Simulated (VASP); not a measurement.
Here is a VASP 6.6.1 calculation.

Contents of INCAR:

```
  ALGO = Normal
  EDIFF = 1E-6
  ENCUT = 520
  GGA = PE
  ISIF = 2
  ISMEAR = -1
  LASPH = T
  LCHARG = F
  LREAL = F
  LWAVE = F
  NBANDS = 15
  NELM = 60
  PREC = Accurate
  SIGMA = 0.05
```

The input KPOINTS:

```
k-points
0
Gamma
  10 10 8
```

POSCAR

```
HfB2
1.0
    3.2015842624      0.0000000000      0.0000000000
   -1.6007921312      2.7726533036      0.0000000000
    0.0000000000      0.0000000000      3.5482526220
Hf B
1 2
Direct
    0.0000000000      0.0000000000      0.0000000000
    0.6666666667      0.3333333333      0.5000000000
    0.3333333333      0.6666666667      0.5000000000
```

Potentials or basis: VASP PAW PBE potentials, release 64 (Hf_pv, B).

Command:

```sh
$ cat potpaw_PBE.64/Hf_pv/POTCAR potpaw_PBE.64/B/POTCAR > POTCAR
$ mpirun -np 1 vasp_std > vasp.out
```

Question: Predict the band gap on the k mesh.

Answer: None (metal or under the smearing width).

Question: Predict the pressure.

Answer: -12.4 GPa.

Stress tensor (GPa, compression positive):
```
-13.17   0.00   0.00
  0.00 -13.17   0.00
  0.00   0.00 -10.85
```

Spin-orbit coupling is left out, which matters for the levels of Hf.
